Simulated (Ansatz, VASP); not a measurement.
## One calculation of InP, two programs

INCAR

```
PREC = Accurate
ENCUT = 520
EDIFF = 1E-7
ISMEAR = 0
SIGMA = 0.01
LREAL = False
LASPH = True
NELM = 80
ALGO = Normal
ISIF = 2
LWAVE = False
LCHARG = True
GGA = B5
ALDAX = 1.0
AGGAX = 1.0
AGGAC = 1.0
ALDAC = 0.0
LELF = True
LVHAR = True
NBANDS = 16
```

KPOINTS

```
regular mesh
0
Gamma
  6 6 6
```

Contents of POSCAR:

```
InP
1.0
    4.1443530000      0.0000000000      0.0000000000
    2.0721765000      3.5891149803      0.0000000000
    2.0721765000      1.1963716601      3.3838500547
In P
1 1
Direct
    0.0000000000      0.0000000000      0.0000000000
    0.2500000000      0.2500000000      0.2500000000
```

Input for Ansatz:

```yaml
crystal:
  lattice:
    a: 4.144353
    b: 4.144353
    c: 4.144353
    alpha: 60.0
    beta: 60.0
    gamma: 60.0
  atoms:
    - { symbol: In, position: [0.0, 0.0, 0.0] }
    - { symbol: P, position: [0.25, 0.25, 0.25] }
basis:
  ecutwfc: 476.19925930478996
kpoints:
  mp_grid:
    grid: [6, 6, 6]
hamiltonian:
  xc: blyp
scf:
  occupations:
    method: fixed
output:
  forces: true
  stress: true
```

Alike in both runs: task single point; functional BLYP; k mesh 6 × 6 × 6; no spin polarisation.

|  | VASP | Ansatz |
| --- | --- | --- |
| version | VASP 6.6.1 | Ansatz 0.2.0 |
| potentials or method | VASP PAW PBE potentials, release 64 (In_d, P) | plane waves, PAW |
| plane-wave cutoff (eV) | 520 | 476 |
| occupations | gaussian, width 0.01 eV | fixed |
| valence electrons in the cell | 18 | 18 |

Ansatz gave:

* pressure (GPa): 6.7

**Question.** Estimate VASP's values.

**Answer.** Pressure (GPa): 6.8.

Caveats: the PAW data sets were made with another functional, which shifts forces and pressure a little (VASP).
